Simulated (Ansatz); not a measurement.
Bi2Se3 (Paraguanajuatite):

```
Bi Se
1.0
     2.07150    1.19598    9.54533
    -2.07150    1.19598    9.54533
     0.00000   -2.39196    9.54533
Bi Se
2 3
Direct
  0.59920 0.59920 0.59920
  0.40080 0.40080 0.40080
  0.78830 0.78830 0.78830
  0.21170 0.21170 0.21170
  0.00000 0.00000 0.00000
```

Base run:

- Program: Ansatz 0.2.0
- Functional: LDA
- Potentials or basis: all-electron LAPW, scalar-relativistic
- Cutoff: 208 eV
- Density cutoff: 830 eV
- Basis error allowed: 0.002 eV/atom
- k mesh: 8 × 8 × 8
- Occupations: fermi-dirac, width 0.05 eV
- Spin: no spin polarisation

Its results: band gap on the k mesh 0.10 eV, direct; pressure -1.8 GPa; largest force 0.118 eV/Å.

After a change of settings the same cell gave: band gap on the k mesh 0.29 eV, direct; pressure 4.2 GPa; largest force 0.161 eV/Å. Which change was it?
A. functional from LDA to PBE; basis error allowed from 0.002 eV/atom to 0.001 eV/atom
B. functional from LDA to PBEsol; potentials or basis from all-electron LAPW, scalar-relativistic to all-electron PAW datasets made for the crystal
C. functional from LDA to PBEsol
D. functional from LDA to RPBE

D.

RPBE binds less tightly than LDA, so the same cell stands under more pressure.

Caveats: spin-orbit coupling is left out, which as a rule narrows the gap of such compounds by several tenths of an eV.

Not every run made on this cell is shown here.
